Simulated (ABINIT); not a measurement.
The system is ScAl3.

```
Sc Al
1.0
     4.08781    0.00000    0.00000
     0.00000    4.08781    0.00000
     0.00000    0.00000    4.08781
Sc Al
1 3
Direct
  0.00000 0.00000 0.00000
  0.50000 0.50000 0.00000
  0.00000 0.50000 0.50000
  0.50000 0.00000 0.50000
```

The cell is a database's computed one.

| Item | Value |
| --- | --- |
| Program | ABINIT 10.8.3 (patched build) |
| Task | relaxation of cell and atoms |
| Functional | LDA |
| Potentials or basis | JTH PAW LDA v2.0 |
| Cutoff | 408 eV |
| k mesh | 5 × 5 × 5 |
| Occupations | fermi-dirac, width 0.05 eV |
| Spin | no spin polarisation |

At the start: pressure -3.8 GPa; volume 17.08 Å³/atom.

Q: Where does the relaxation end?

A: Over 4 steps the energy falls by 8.6 meV/atom and the volume is 16.37 Å³/atom (-4.2 %); space group Pm-3m (No. 221, to 0.05 Å).

The path:
```
step  energy change (eV)  largest force (eV/Å)  pressure (GPa)  volume (Å³)
   1              0.0000                0.0000           -3.76        68.31
   2             -0.0160                0.0000           -2.80        67.52
   3             -0.0346                0.0000            0.12        65.38
   4             -0.0346                0.0000           -0.01        65.46
```

Final structure:
```
CELL_PARAMETERS angstrom
4.03028 0.00000 0.00000
0.00000 4.03028 0.00000
0.00000 0.00000 4.03028
ATOMIC_POSITIONS crystal
Sc 0.00000 0.00000 0.00000
Al 0.50000 0.50000 0.00000
Al 0.00000 0.50000 0.50000
Al 0.50000 0.00000 0.50000
```
